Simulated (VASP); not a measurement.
Wanted: the native input for a VASP 6.6.1 run.

```yaml
Task: relaxation of cell and atoms
Functional: LDA
Potentials_or_basis: VASP PAW LDA potentials, release 64 (Bi_d)
Cutoff: 600 eV
k_mesh: 6 × 6 × 6
Occupations: gaussian, width 0.02 eV
Spin: no spin polarisation
Ladder: gaps
Further_INCAR_settings: ALGO = Normal; EDIFF = 1e-07; IBRION = 2; EDIFFG = -0.02; NSW = 40; ISIF = 3
```

The structure of Bi lies in POSCAR:

```
Bi
1.0
    2.2675000000      1.3091417354      3.9380000000
   -2.2675000000      1.3091417354      3.9380000000
    0.0000000000     -2.6182834708      3.9380000000
Bi
2
Direct
    0.7660000000      0.7660000000      0.7660000000
    0.2340000000      0.2340000000      0.2340000000
```

These files were run (other wordings do the same):

INCAR

```
PREC = Accurate
ENCUT = 600
EDIFF = 1E-7
ISMEAR = 0
SIGMA = 0.02
LREAL = False
LASPH = True
NELM = 80
ALGO = Normal
ISIF = 3
LWAVE = False
LCHARG = False
IBRION = 2
NSW = 40
EDIFFG = -0.02
```

KPOINTS

```
Automatic mesh
0
Gamma
  6 6 6
```

Potentials or basis: VASP PAW LDA potentials, release 64 (Bi_d).

Command:

```sh
$ cat potpaw_LDA.64/Bi_d/POTCAR > POTCAR
$ mpirun -np 1 vasp_std > vasp.out
```

It gave:

```yaml
Relaxed_volume: 33.87 Å³/atom
Relaxed_cell: a = 4.672 Å, b = 4.672 Å, c = 4.672 Å, α = 57.37°, β = 57.37°, γ = 57.37°
Space_group_after_relaxing_to_0.05_Å: R-3m (No. 166)
Energy_gained_by_relaxing: 5.2 meV/atom
Ionic_steps: 5
Pressure_after_relaxing: 0.0 GPa
Largest_force_after_relaxing: 0.010 eV/Å
Band_gap_on_the_k_mesh: none (metal or under the smearing width)
```

Caveat: spin-orbit coupling is left out, which moves the levels of the heavy elements.

Run time: 3.3 min on 1 thread of Intel(R) Xeon(R) Platinum 8488C (Sapphire Rapids), on a shared host, peak memory 0.23 GiB.
